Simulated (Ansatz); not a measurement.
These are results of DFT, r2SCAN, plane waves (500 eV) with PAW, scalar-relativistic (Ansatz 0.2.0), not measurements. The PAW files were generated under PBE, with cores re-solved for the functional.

An element in the bcc structure gives this curve. The cell is scaled uniformly from the relaxed one, with fractional coordinates and shape fixed. Energies are extrapolated to zero smearing, pressures are those at the given smearing. Magnetic state: spin not included.

| V (Å³/atom) | E − E₀ (meV/atom) | P (GPa) |
| --- | --- | --- |
| 12.426 | 78.1 | 16.66 |
| 12.991 | 32.1 | 9.81 |
| 13.556 | 7.7 | 4.40 |
| 14.120 | 0.1 | 0.15 |
| 14.685 | 5.7 | -3.22 |
| 15.250 | 22.0 | -5.92 |
| 15.815 | 46.9 | -8.09 |

Problem. Which element is it?
A. silicon
B. palladium
C. iridium
D. chromium

Solution. A. Its fit is V₀ = 14.14 Å³/atom, B₀ = 94 GPa, B₀′ = 4.8.
